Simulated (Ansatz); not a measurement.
## BaTiO3: stiffness from a series of strains

```yaml
crystal:
  lattice:
    - [3.98410, 0.00000, 0.00000]
    - [0.00000, 2.83705, 2.84580]
    - [0.00000, -2.83705, 2.84580]
  atoms:
    - { symbol: Ba, position: [0.00000, 0.00000, 0.00000] }
    - { symbol: Ti, position: [0.50000, 0.50790, 0.50790] }
    - { symbol: O, position: [0.00000, 0.49210, 0.49210] }
    - { symbol: O, position: [0.50000, 0.50251, 0.99371] }
    - { symbol: O, position: [0.50000, 0.99371, 0.50251] }
```

Atom numbers follow the list: Ba1, Ti2, O3, O4, O5.

Conventional cell: a = 3.984 Å, b = 5.674 Å, c = 5.692 Å, α = 90.00°, β = 90.00°, γ = 90.00°. Ba (atom 1) has 12 O at 2.80 to 2.89 Å as nearest neighbours. Ti (atom 2) has 6 O at 1.95 to 2.07 Å as nearest neighbours. O (atom 3) has 2 Ti at 1.99 Å as nearest neighbours. O (atom 4) has 2 Ti at 1.95 to 2.07 Å as nearest neighbours.

The geometry is COD entry 9016084, unchecked; take it as a test cell.

Spin–orbit coupling is left out, though it moves levels of the heavy atoms by tenths of an eV or more.

Computed with Ansatz 0.2.0, DFT, PBEsol, all-electron LAPW, scalar-relativistic.

The runs use a Γ-centred 8×8×8 k mesh, Fermi–Dirac smearing of 0.05 eV, basis error target 1 meV/atom, no spin polarisation.

The strain is applied along the Cartesian axes of the cell as listed (the other components stay zero). Fractional coordinates are held (clamped ions).

σ is the change of stress from the unstrained cell, which is at -4.32 GPa; tension is positive, so slopes are stress–strain coefficients at that pressure.

Only quantities that a quadratic follows smoothly over the whole series are listed; rougher ones are left out.

| εxx = εyy | σzz (GPa) | σxx (GPa) |
| --- | --- | --- |
| -0.0300 | -5.96 | -14.04 |
| -0.0200 | -3.75 | -8.79 |
| -0.0100 | -1.77 | -4.13 |
| 0.0000 | 0.00 | 0.00 |
| 0.0100 | 1.58 | 3.64 |
| 0.0300 | 4.24 | 9.65 |

Task: Fit the series and read off the stiffness at zero strain.

Result: Least-squares fits y = p0 + p1 x + p2 x² to the rows give σzz (GPa): p1 = 170, p2 = -960; σxx (GPa): p1 = 394, p2 = -2400. So C13 + C23 = 170 GPa and C11 + C12 = 394 GPa, for these axes.

Task: One run, at εxx = εyy = 0.0200, is withheld. Predict its row.

Result: The fits give 3.01, 6.91; the run gave 2.99, 6.85.
